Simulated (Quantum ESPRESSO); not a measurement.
Runs of Quantum ESPRESSO 7.5 on NaI. Symmetry: Fm-3m, No. 225, cubic system. Conventional cell: a = 6.473 Å, b = 6.473 Å, c = 6.473 Å, α = 90.00°, β = 90.00°, γ = 90.00°. I (site symmetry m-3m) has 6 Na at 3.24 Å as nearest neighbours. Na (site symmetry m-3m) has 6 I at 3.24 Å as nearest neighbours. 

| task | level | potentials or basis | cell | k mesh | cutoff (eV) | smearing | SCF threshold | q mesh for exact exchange | cutoff for exact exchange | form of the LDA correlation | mesh quality | pressure (GPa) |
| --- | --- | --- | --- | --- | --- | --- | --- | --- | --- | --- | --- | --- |
| dielectric tensor | BLYP | GBRV 1.5 PBE | as given | 6 × 6 × 6, shifted | 612 | fermi-dirac 0.05 eV | 4e-10 Ry | - | - | - | not flagged | (a) |
| phonons | LDA | JTH 2.0 LDA | relaxed | 4 × 4 × 4, shifted | 707 | fermi-dirac 0.05 eV | 4e-10 Ry | - | - | PW92 | not flagged | -0.1 |
| dielectric tensor | LDA | GBRV 1.5 LDA | as given | 6 × 6 × 6, shifted | 612 | fermi-dirac 0.05 eV | 4e-10 Ry | - | - | PZ81 | not flagged | -1.6 |
| dielectric tensor | WC | GBRV 1.5 PBE | as given | 6 × 6 × 6, shifted | 612 | fermi-dirac 0.05 eV | 4e-10 Ry | - | - | - | not flagged | -0.4 |

Alike in all rows: no spin polarisation.

**Question.** Estimate the missing entries.

**Answer.** (a) 1.4.

Caveats: the potentials were made for another functional, which shifts forces and pressure (some runs).

Runs at the PBE level aren't shown here.
